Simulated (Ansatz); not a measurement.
# Gallium, beta-Sn type under LDA: structure, energy and stiffness

What does LDA give for gallium in the beta-Sn type structure? We relax it, solve it on a dense k-mesh, switch on spin-orbit coupling, then scale the cell to 7 volumes from 88 to 112 % of the relaxed one and try a fit of the equation of state. The k-meshes are 12×12×8 for the relaxation; 25×25×16 for the dense run; 15×15×10 for spin-orbit coupling; 17×17×11 for the volumes.

Program: Ansatz 0.2.0. Level of theory: DFT LDA (PW92), plane waves (420 eV) with PAW, scalar-relativistic; the PAW data stem from PBE, with regenerated cores. These are calculated values, not measurements.

## Step 1: The structure to begin with

It takes space group I4_1/amd (No. 141, tetragonal). Conventional cell: a = 5.322 Å, b = 5.322 Å, c = 2.906 Å, α = 90.00°, β = 90.00°, γ = 90.00°. Ga (site symmetry -4m2) is surrounded by 6 Ga at 2.76 to 2.91 Å.

Structure file:

```xyz
2
Lattice="-2.6610 2.6610 1.4529 2.6610 -2.6610 1.4529 2.6610 2.6610 -1.4529" Properties=species:S:1:pos:R:3 pbc="T T T"
Ga    0.0000    0.0000    0.0000
Ga    0.0000    2.6610    0.7264
```

## Step 2: Geometry optimisation

Input file input.yaml:

```yaml
crystal:
  lattice:
    - [-2.6609524053, 2.6609524053, 1.4528800133]
    - [2.6609524053, -2.6609524053, 1.4528800133]
    - [2.6609524053, 2.6609524053, -1.4528800133]
  atoms:
    - { symbol: Ga, position: [0.0, 0.0, 0.0] }
    - { symbol: Ga, position: [0.75, 0.25, 0.5] }
hamiltonian:
  xc: lda
  pseudopotentials:
    kind: paw
    azcp:
      Ga: "pseudopotentials/Ga.paw.azcp"
basis:
  ecutwfc: 420
  fft_grid_basis: typed
kpoints:
  mp_grid: { grid: [12, 12, 8], shift: [0, 0, 0] }
magnetization:
  spin_polarized: false
scf:
  occupations: { method: fermi_dirac, width: 0.1 }
relax:
  max_steps: 60
  f_tol: 0.01
  cell: {}
output:
  write_density: true
  write_potential: true
  elf: true
  volumetric_format: npy
```

Further steps of the session: Single point on a dense mesh; A two-component run at the same geometry; Equation of state: 88 %; Equation of state: 92 %; Equation of state: 96 %; Equation of state: 100 %; Equation of state: 104 %; Equation of state: 108 %; Equation of state: 112 %.

**Question.** What will these runs give? Wanted: space group; conventional cell; volume; shortest distance; gap on the mesh; relative to alpha-Ga; V₀, B₀, B₀′.

The runs gave:

| quantity | value |
| --- | --- |
| space group (spins left aside) | C2/c (No. 15) |
| conventional cell | a = 2.683 Å, b = 7.826 Å, c = 3.295 Å, β = 90.68° |
| volume | 17.290 Å³/atom |
| shortest distance | 2.659 Å |
| gap on the mesh | none (levels filled in part) |
| relative to alpha-Ga (Cmce) | +25 meV/atom |
| V₀, B₀, B₀′ | 17.315 Å³/atom, 66 GPa, 5.1 |

**Reading.** The relaxation shrank the cell by 16.0 % in volume. What began as beta-Sn type has relaxed into C2/c. What follows belongs to that structure, not to the type named at the start. The mesh has less symmetry than the lattice, which may have let the distortion in. It lies 25 meV/atom above the element's reference form at the same level (alpha-Ga (Cmce), from a run of its own). No gap shows: it is a metal or semimetal at this level. The total energy of the spin-orbit run (on a coarser mesh) lies -73 meV/atom from the scalar one; mesh and treatment of the core enter this figure, so it is no spin-orbit energy. B₀ comes out at 66 GPa; letting shape and positions relax at each volume could only lower it.
